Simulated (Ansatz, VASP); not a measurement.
# One calculation of MgSe, two programs

Contents of INCAR:

```
SYSTEM = MgSe
PREC = Accurate
ENCUT = 520
EDIFF = 1E-6
ISMEAR = 0
SIGMA = 0.01
LREAL = .FALSE.
LASPH = .TRUE.
NELM = 150
ALGO = Normal
ISIF = 2
LWAVE = .FALSE.
LCHARG = .FALSE.
LNONCOLLINEAR = .TRUE.
MAGMOM = 0 0 0 0 0 0
LORBIT = 11
LSORBIT = .TRUE.
GGA_COMPAT = .FALSE.
LORBMOM = .TRUE.
GGA = PE
NBANDS = 20
```

Contents of KPOINTS:

```
Automatic mesh
0
G
  8 8 8
  0 0 0
```

Contents of POSCAR:

```
MgSe
1.0
    0.0000000000      2.7362756101      2.7362756101
    2.7362756101      0.0000000000      2.7362756101
    2.7362756101      2.7362756101      0.0000000000
Mg Se
1 1
Direct
    0.0000000000      0.0000000000      0.0000000000
    0.5000000000      0.5000000000      0.5000000000
```

Input for Ansatz:

```yaml
crystal:
  lattice:
    - [0.0, 2.7362756101, 2.7362756101]
    - [2.7362756101, 0.0, 2.7362756101]
    - [2.7362756101, 2.7362756101, 0.0]
  atoms:
    - { symbol: Mg, position: [0.0, 0.0, 0.0] }
    - { symbol: Se, position: [0.5, 0.5, 0.5] }
kpoints:
  mp_grid: { grid: [8, 8, 8] }
  band_path:
    path:
      - [0.0, 0.0, 0.0]
      - [0.5, 0.0, 0.5]
      - [0.625, 0.25, 0.625]
      - [0.375, 0.375, 0.75]
      - [0.5, 0.5, 0.5]
      - [0.5, 0.25, 0.75]
      - [0.0, 0.5, 0.5]
    npoints: 1
hamiltonian:
  xc: pbe
scf:
  occupations: { method: fixed }
  n_extra_bands: 8
magnetization:
  noncollinear: true
  spin_orbit: true
output:
  forces: true
  stress: true
  eigenvalues: true
  write_density: true
  write_potential: true
  elf: true
  volumetric_format: npy
```

Alike in both runs: task single point; functional PBE; k mesh 8 × 8 × 8; non-collinear spin, spin-orbit coupling.

```csv
,VASP,Ansatz
version,VASP 6.6.1,Ansatz 0.2.0
potentials or method,"VASP PAW PBE potentials, release 64 (Mg, Se)","plane waves, PAW"
plane-wave cutoff (eV),520,420
occupations,"gaussian, width 0.01 eV",fixed
valence electrons in the cell,8,26
```

|  | VASP | Ansatz | Ansatz less VASP |
| --- | --- | --- | --- |
| gap on the k mesh at the Fermi level (eV) | 1.64 | 1.67 | +0.023 |
| pressure (GPa) | 1.1 | 1.2 | +0.14 |
| net moment per atom (μB) | 0.00 | 0.00 | 0.000 |

The two sets of potentials don't hold the same shells in valence.
